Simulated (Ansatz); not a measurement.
# Ag: relaxation of cell and atoms with PBE+D4

The system is Ag.

```
Ag
1.0
     0.00000    2.04275    2.04275
     2.04275    0.00000    2.04275
     2.04275    2.04275    0.00000
Ag
1
Direct
  0.00000 0.00000 0.00000
```

| Item | Value |
| --- | --- |
| Program | Ansatz 0.2.0 |
| Task | relaxation of cell and atoms |
| Functional | PBE |
| Dispersion | D4 |
| Potentials or basis | Ansatz PAW |
| Cutoff | 420 eV (not typed: the program's choice for these potentials) |
| k mesh | 11 × 11 × 11 |
| Occupations | fermi-dirac, width 0.05 eV |
| Spin | no spin polarisation |

```json
{
 "Relaxed volume": "16.96 Å³/atom",
 "Relaxed cell": "a = 2.884 Å, b = 2.884 Å, c = 2.884 Å, α = 60.00°, β = 60.00°, γ = 60.00°",
 "Space group after relaxing (to 0.05 Å)": "Fm-3m (No. 225)",
 "Energy gained by relaxing": "0.2 meV/atom",
 "Ionic steps": "4",
 "Pressure after relaxing": "0.0 GPa",
 "Band gap on the k mesh": "none (metal or under the smearing width)"
}
```

The path:
```
step  energy change (eV)  largest force (eV/Å)  volume (Å³)
   1              0.0000                0.0000        17.05
   2             -0.0001                0.0000        16.89
   3             -0.0002                0.0000        16.96
   4             -0.0002                0.0000        16.96
```

Final structure:
```yaml
crystal:
  lattice:
    - [0.00000, 2.03931, 2.03931]
    - [2.03931, 0.00000, 2.03931]
    - [2.03931, 2.03931, 0.00000]
  atoms:
    - { symbol: Ag, position: [0.00000, 0.00000, 0.00000] }
```

Levels at points of the mesh, in eV from the Fermi level:
```
           k point  band 8  band 9  band 10  band 11  band 12  band 13
(0.00, 0.00, 0.00)   -5.05   -4.01    -4.01    15.65    19.26    19.26
```

Wall time 4 s on 2 threads of Arm Neoverse N1, on a shared host, peak memory 0.26 GiB.

Caveat: the plane-wave basis is chosen anew once the cell has moved, so the energies of steps on either side of that aren't comparable; pairwise dispersion overbinds metals, which lowers pressure and volume.
